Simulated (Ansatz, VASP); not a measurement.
# One calculation of Mo, two programs

```xyz
1
Lattice="-1.4911 1.4911 1.4911 1.4911 -1.4911 1.4911 1.4911 1.4911 -1.4911" Properties=species:S:1:pos:R:3 pbc="T T T"
Mo    0.0000    0.0000    0.0000
```

Change from the starting cell: volume scaled by 0.88, LAPW.

Alike in both runs: task single point; functional LDA; k mesh 17 × 17 × 17; occupations fermi-dirac, width 0.08 eV; no spin polarisation.

```csv
,VASP,Ansatz
version,VASP 6.6.1,Ansatz 0.2.0
potentials or method,"VASP PAW LDA potentials, release 64 (Mo_sv), cutoff 520 eV","all-electron LAPW, scalar-relativistic"
```

Ansatz gave:

* pressure (GPa): 48.4

Q: What did VASP give for the same quantities?

A: Pressure (GPa): 50.1.

Ansatz ran all-electron here, so the differences hold the error of VASP's frozen core and of both bases.

Caveats: so large a pressure means that the cell lies far from this level's equilibrium, or that cutoff or potentials fall short (VASP).
